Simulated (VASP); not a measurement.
A run of VASP 6.6.1:

Contents of INCAR:

```
PREC = Accurate ; ENCUT = 520
EDIFF = 1E-6 ; ISMEAR = 0
SIGMA = 0.02 ; LREAL = False
LASPH = True ; NELM = 100
ALGO = Normal ; ISIF = 2
LWAVE = False ; LCHARG = False
METAGGA = R2SCAN ; LMIXTAU = True
```

KPOINTS

```
regular mesh
0
Gamma
  6 6 6
```

POSCAR

```
BaHfO3
1.0
    4.1535400000      0.0000000000      0.0000000000
    0.0000000000      4.1535400000      0.0000000000
    0.0000000000      0.0000000000      4.1535400000
Ba Hf O
1 1 3
Direct
    0.5000000000      0.5000000000      0.5000000000
    0.0000000000      0.0000000000      0.0000000000
    0.0000000000      0.5000000000      0.0000000000
    0.5000000000      0.0000000000      0.0000000000
    0.0000000000      0.0000000000      0.5000000000
```

Potentials or basis: VASP PAW PBE potentials, release 64 (Ba_sv, Hf_pv, O).

Command:

```sh
$ cat potpaw_PBE.64/Ba_sv/POTCAR potpaw_PBE.64/Hf_pv/POTCAR potpaw_PBE.64/O/POTCAR > POTCAR
$ mpirun -np 1 vasp_std > vasp.out
```

Hardware: 1 thread of Intel(R) Xeon(R) Platinum 8488C (Sapphire Rapids) (shared host).

Task: Estimate the wall time of this run.

Result: Wall time 81 s on 1 thread of Intel(R) Xeon(R) Platinum 8488C (Sapphire Rapids), on a shared host, peak memory 0.21 GiB. Counts: scf iterations 19, k points 20.
